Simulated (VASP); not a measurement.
Write the native input for VASP 6.6.1 that does the following.

```yaml
Task: single point
Functional: PBE
Potentials_or_basis: VASP PAW PBE potentials, release 64 (As, B)
Cutoff: 520 eV
k_mesh: 10 × 10 × 10
Occupations: gaussian, width 0.015 eV
Spin: no spin polarisation
Further_INCAR_settings: ALGO = Normal; EDIFF = 1e-06
```

The structure of BAs lies in POSCAR:

```
BAs
1.0
    0.0000000000      2.3885000000      2.3885000000
    2.3885000000      0.0000000000      2.3885000000
    2.3885000000      2.3885000000      0.0000000000
As B
1 1
Direct
    0.7500000000      0.7500000000      0.7500000000
    0.0000000000      0.0000000000      0.0000000000
```

These files were run (other wordings do the same):

INCAR

```
ALGO = Normal
EDIFF = 1E-6
ENCUT = 520
GGA = PE
ISIF = 2
ISMEAR = 0
LASPH = T
LCHARG = T
LELF = T
LREAL = F
LVHAR = T
LWAVE = F
NELM = 80
PREC = Accurate
SIGMA = 0.015
```

KPOINTS

```
k-points
0
Gamma
  10 10 10
```

Potentials or basis: VASP PAW PBE potentials, release 64 (As, B).

Command:

```console
$ cat potpaw_PBE.64/As/POTCAR potpaw_PBE.64/B/POTCAR > POTCAR
$ mpirun -np 1 vasp_std > vasp.out
```

It gave:

The pressure is 3.4 GPa and the band gap on the k mesh is 1.18 eV, indirect (least direct gap 3.28 eV).

It took 22 s on 1 thread of Intel(R) Xeon(R) Platinum 8375C CPU @ 2.90GHz (Ice Lake), on a shared host, peak memory 0.15 GiB.
